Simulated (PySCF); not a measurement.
Identify the unknown among the candidates.

All candidates are C3H9N.

- Rotational structure: rotational constants A, B, C: 8.421, 8.040, 4.709 GHz [GFN2-xTB]
- Polarisability: 48.4 au [CAM-B3LYP/def2-SVPD]
- UV, strongest line: among the 8 lowest singlet transitions: S4 at 7.94 eV (156 nm, f = 0.064) [TDDFT CAM-B3LYP/def2-SVPD]
- UV, first state: lowest singlet excitation: 6.37 eV (195 nm, f = 0.014) [TDDFT CAM-B3LYP/def2-SVPD]
- Triplet: lowest triplet excitation (Tamm–Dancoff): 6.07 eV [TDA CAM-B3LYP/def2-SVPD]
- Dipole: 1.28 D [CAM-B3LYP/def2-SVPD]
- XPS: C1s 290.4 (×2), C1s 291.3, N1s 404.7 eV [ΔSCF SCAN, pcX-2 on the ionised atom, pcseg-1 elsewhere, spin-free X2C]

The electronic properties come from PySCF, for the isolated species, density fitting. Levels stand in brackets. Geometry: GFN2-xTB, one conformer, isolated molecule.

Task: Which candidate is it?
A. `CCCN`
B. `CCNC`
C. `CC(C)N`

Result: C. It is `CC(C)N`. Numbering: `[CH3:1][CH:2]([CH3:3])[NH2:4]`. Its formula, C3H9N, gives 0 degrees of unsaturation, so no ring and no π bond. The core levels belong to: C1s 290.4 eV, methyl carbon [C1/C3]; C1s 291.3 eV, sp3 carbon bound to nitrogen [C2]; N1s 404.7 eV, primary amine nitrogen [N4]. The optimised geometry has point group Cs and is an asymmetric top.

The others, at the same levels:
- `CCCN` (propylamine) fails: its computed strongest line among the 8 lowest singlet transitions is S4 at 8.24 eV (150 nm, f = 0.073) (against S4 at 7.94 eV), rotational constant A is 25.140 GHz (against 8.421 GHz) and smallest rotational constant is 3.534 GHz (against 4.709 GHz).
- `CCNC` (N-ethylmethylamine) fails: its computed core binding energies are C1s 290.5, C1s 291.2, C1s 291.3, N1s 404.6 eV, lowest singlet excitation is 6.03 eV (205 nm, f = 0.002) (against 6.37 eV) and lowest triplet excitation (Tamm–Dancoff) is 5.80 eV (against 6.07 eV).

Each candidate is one conformer, not necessarily the lowest. The conformers computed, where there is a choice (atom-mapped SMILES and torsion angles):
- `[CH3:1][CH:2]([CH3:3])[NH2:4]`: H–N4–C2–C1 -179°, H–N4–C2–C1 -60°
- `[CH3:1][CH2:2][CH2:3][NH2:4]`: C1–C2–C3–N4 -175°, H–N4–C3–C2 -62°, H–N4–C3–C2 179°
- `[CH3:1][CH2:2][NH:3][CH3:4]`: C1–C2–N3–C4 178°
